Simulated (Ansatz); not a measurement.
## Cu2O (Pn-3m) under several functionals

**Measured values to compare with.**

From “Phonons, Nature of Bonding and Their Relation to Anomalous Thermal Expansion Behavior of M2O (M=Au, Ag, Cu)”, 2013, arxiv:1311.4701, for a powder of Cu2O at 293 K: lattice constant a 4.268 Å.

Plane-wave DFT in Ansatz with scalar-relativistic PAW potentials. The same structure was relaxed (cell and atoms, symmetry kept) in separate runs at each level; U_eff on d shells: Cu 4 eV. No spin polarisation.

| level | cutoff (eV) | k mesh | V (Å³/atom) | a (Å) | gap (eV) | B0 (GPa) |
| --- | --- | --- | --- | --- | --- | --- |
| PBEsol | 420 | 8×8×8 | 12.546 | 4.222 | 0.56 | 131 |
| r2SCAN | 500 | 6×6×6 | 12.756 | 4.246 | 0.79 | 127 |
| r2SCAN+U | 500 | 6×6×6 | 13.012 | 4.274 | 1.00 | – |
| PBE | 420 | 8×8×8 | 13.235 | 4.298 | 0.47 | 112 |

Q: Where does PBE+U (420 eV, k mesh 6×6×6) fall?

A: V (Å³/atom) 13.543, a (Å) 4.331, gap (eV) 0.68, B0 (GPa) 101. Its volume is the largest of the set. The usual order of volumes, PBEsol < PBE, holds here (12.546, 13.235 Å³/atom). As a rule PBEsol, built on the gradient expansion of slowly varying densities, lies between LDA and PBE; PBE's stronger gradient term for exchange weakens bonds. The Hubbard U changes PBE's volume by 2.3 %; as a rule localising d electrons weakens their share of the bonding and swells the cell. r2SCAN lies 3.6 % under PBE in volume. B0 goes from 130.8 to 101.3 GPa as the volume grows by 7.9 %; on one curve with B' = 4.7 the volume alone, B ∝ V^(−B'), would give 91.0 GPa, and the rest of the difference is the functional's own stiffness. Each gap belongs to its own cell, so it mixes the functional's effect with that of the volume; gaps are the least found on the k mesh or on a band path.

For PBE: Measured lattice constant a of Cu2O: 4.268 Å (293 K; powder; quoted in “Phonons, Nature of Bonding and Their Relation to Anomalous Thermal Expansion Behavior of M2O (M=Au, Ag, Cu)”, 2013, arxiv:1311.4701). This calculation gives 4.298 Å (+0.7 %). 2 values of this kind are on record (4.267 to 4.268 Å); this one was drawn at random. The calculations are for 0 K without zero-point motion.